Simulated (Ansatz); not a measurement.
**Be: settings compared (Ansatz)**

input.yaml:

```yaml
crystal:
  lattice:
    - [-1.26342, 1.26342, 1.26342]
    - [1.26342, -1.26342, 1.26342]
    - [1.26342, 1.26342, -1.26342]
  atoms:
    - { symbol: Be, position: [0.0, 0.0, 0.0] }
  symmetry: { tolerance: 0.0003 }
kpoints:
  mp_grid: { grid: [10, 10, 10], shift: [0, 0, 0] }
magnetization:
  spin_polarized: false
scf:
  occupations: { method: gaussian, width: 0.0164 }
hamiltonian:
  pseudopotentials: { kind: paw }
  xc: r2scan
basis:
  ecutwfc: 500
output:
  forces: true
  stress: true
  eigenvalues: true
```

The command:

```bash
ansatz run input.yaml --threads 1 --pin off --max-ram 2560MiB --backend cpu --events-out ev --progress --plain --runs-dir out
```

Origin of the cell: a known structure type with other elements, at an estimated volume, so it need not be a known compound.

Output of this run (shortened):

```
Pseudopotentials: kind: paw
Pseudopotential: Be, paw, valence charge 2, recommended cutoff 500 eV (meta_gga), Be.paw.azcp
Functional definition: r2SCAN
  exchange = r2scan_x(k0 = k0, k1 = k1, a1 = a1)
  correlation = r2scan_c
Crystal: 1 atoms, lattice volume = 8.067 Å³
Basis set: ecut = 500 eV, 201 PW (Γ), exchange–correlation on 64×64×64 points (64 copies of the dense FFT grid, shifted against one another)
Bands: 5, of which v1, the nominal top of the filled ones, is band 1 counted from 1 (0 counted from 0)
Symmetry: 48 space group operations
Space group: Im-3m (ITA 229), of the structure as read, at distance tolerance 6.0e-4 Å
k-points: 47 of 1000
[… 3 lines left out …]
Initial density: superposition of atomic densities (neutral atoms: chi_scale 0, normalization atom), corrected by the library's trained network
Functional: x = r2scan, c = r2scan; τ floored in thin density (d = 2e-4 eV/Å³)
SCF iter   1: F=—  HF=-93.218970 eV  Δρ=3.57e-3  dr2=7.31e-4  dr2_τ=2.82e-2
SCF iter   2: F=—  HF=-93.224707 eV  Δρ=2.73e-3  dr2=4.21e-4  dr2_τ=2.00e-6
SCF iter   3: F=—  HF=-93.224702 eV  Δρ=1.00e-3  dr2=5.36e-5  dr2_τ=4.42e-6
SCF iter   4: F=—  HF=-93.224702 eV  Δρ=4.85e-4  dr2=1.25e-5  dr2_τ=1.48e-7
SCF iter   5: F=—  HF=-93.224702 eV  Δρ=7.61e-5  dr2=3.07e-7  dr2_τ=2.05e-9
SCF iter   6: F=-93.224702 eV  HF=-93.224702 eV  Δρ=6.78e-6  dr2=2.40e-9  dr2_τ=2.25e-11
SCF 1 converged in 6 iterations: F = -93.224702 eV  dr2 = 2.40e-9
SCF converged after 6 iterations
Free energy (F): -93.224702 eV
Harris-Foulkes:  -93.224702 eV  (|F-HF|=6.26e-11)
Internal energy: -93.224602 eV  (E = F + TS)
E sigma→0 (E₀):  -93.224652 eV
Entropy (-TS):   -0.000100 eV (-0.100 meV/atom)
Fermi energy:    8.735587 eV
--- Per-component energies (eV) ---
  E_band       = 5.442610
  E_kinetic    = 20.748156
  E_local      = 3.218686  (includes V_loc(G=0)·N_el)
  E_nonlocal   = 4.011677
  E_hartree    = 0.025263
  E_xc         = -18.878100
  E_vxc        = -22.175949  (∫ρ·V_xc dr)
  E_paw        = -60.860623  (= ΣΔE_a)
  E_vpaw       = -1.281614  (= ΣTr[D̂ρ^β])
  E_aug_tail   = -0.000000  (compensation charges beyond the density's cutoff)
  E_vtau       = 0.871127  (kinetic-family band-sum trace: ∫τ·v_τ [+ j·A + Jᵃ·Aᵃ] dr)
  E_ewald      = -41.477633
  E_core_change = -0.012027  (= ΣΔE_core)
  E_smearing   = -0.000100  (= −TS)
  Σ components = -93.224702   (vs F -93.224702, Δ=0.00e0)
--- Forces (eV/Å), atoms counted from 1 ---
  atom   1  Be     0.000000    -0.000000     0.000000
  max |Σ_I F_I| component: 0.0 eV/Å
--- Stress (GPa, compression-positive) ---
       -3.680575      -0.000000      -0.000000
        0.000000      -3.680575       0.000000
        0.000000       0.000000      -3.680575
  P = ⅓ Tr σ = -3.6806 GPa (-36.806 kbar)
```

The same input was run again with these changes:

1. `accuracy` default → low; `crystal.symmetry` { tolerance: 0.0003 } → { detect: false }; `scf.lower_state_search` default → light
2. `basis.ecutrho_ratio` default → 12; `accuracy` default → high
3. `hamiltonian.xc` r2scan → rpbe
4. `kpoints.mp_grid.shift` [0, 0, 0] → [0.5, 0.5, 0.5]; `hamiltonian.xc` r2scan → pbe

| run | end | SCF iterations | P (GPa) | max force component (eV/Å) | moment (μB) | ΔE(σ→0) (meV/atom) |
| --- | --- | --- | --- | --- | --- | --- |
| base | converged | 6 | -3.68 | 0.000 | – | 0 |
| 1 | converged | 6 | -3.68 | 0.000 | – | 0.00 |
| 2 | converged | 7 | -3.68 | 0.000 | – | 0.00 |
| 3 | converged | 6 | -0.57 | 0.000 | – | – |
| 4 | converged | 6 | -3.70 | 0.000 | – | – |

Energies are compared only where functional, datasets, charge and starting cell are the same.

Caveats of the base run: the k mesh is coarse if the cell is a metal.

Run 3: forces of this functional can be a tenth off on datasets made under PBE.

The base run ran for 1.5 s on 1 thread of Intel(R) Xeon(R) Platinum 8375C CPU @ 2.90GHz (Ice Lake) (shared host), peak memory 0.31 GiB, from the program's own first density.
